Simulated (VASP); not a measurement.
Input of a VASP 6.6.1 run:

INCAR

```
PREC     = Accurate       # precision mode
ENCUT    = 600            # plane-wave cutoff, eV
EDIFF    = 1E-7           # SCF threshold, eV
ISMEAR   = 0              # smearing method
SIGMA    = 0.03           # smearing width, eV
LREAL    = False          # projectors in reciprocal space
LASPH    = True           # aspherical terms in the spheres
NELM     = 120            # most SCF steps
ALGO     = Fast           # electronic algorithm
ISIF     = 3              # what is computed and relaxed
LWAVE    = False          # write WAVECAR
LCHARG   = False          # write CHGCAR
GGA      = RE             # functional
IVDW     = 12             # dispersion correction
IBRION   = 2              # ionic algorithm
NSW      = 40             # ionic steps
EDIFFG   = -0.005         # ionic threshold
LATTICE_CONSTRAINTS= .TRUE. .TRUE. .FALSE.
KPAR     = 2
```

KPOINTS

```
Automatic mesh
0
Gamma
  12 12 1
```

File POSCAR:

```
PtSe2
1.0
    3.7300000000      0.0000000000      0.0000000000
   -1.8650000000      3.2302747600      0.0000000000
    0.0000000000      0.0000000000     18.6200000000
Se Pt
2 1
Direct
    0.3333330000      0.6666670000      0.4296455400
    0.6666670000      0.3333330000      0.5703544600
    0.0000000000      0.0000000000      0.5000000000
```

Potentials or basis: VASP PAW PBE potentials, release 64 (Se, Pt).

The run is started by

```console
$ cat potpaw_PBE.64/Se/POTCAR potpaw_PBE.64/Pt/POTCAR > POTCAR
$ mpirun -np 2 vasp_std > vasp.out
```

Task: What does it give for the space group after relaxing (to 0.05 Å)?

Result: P-3m1 (No. 164).

Task: Estimate the relaxed cell.

Result: a = 3.687 Å, b = 3.687 Å, c = 18.620 Å, α = 90.00°, β = 90.00°, γ = 120.00°.

The path:
| step | energy change (eV) | largest force (eV/Å) | pressure (GPa) | volume (Å³) |
| --- | --- | --- | --- | --- |
| 1 | 0.0000 | 0.0743 | -0.26 | 224.35 |
| 2 | -0.0026 | 0.2922 | 0.44 | 219.73 |
| 3 | -0.0043 | 0.2064 | 0.16 | 221.50 |
| 4 | -0.0075 | 0.1296 | 0.10 | 220.66 |
| 5 | -0.0096 | 0.0145 | -0.01 | 219.06 |
| 6 | -0.0096 | 0.0016 | 0.00 | 219.24 |

Caveat: the PAW data sets were made with another functional, which shifts forces and pressure a little.
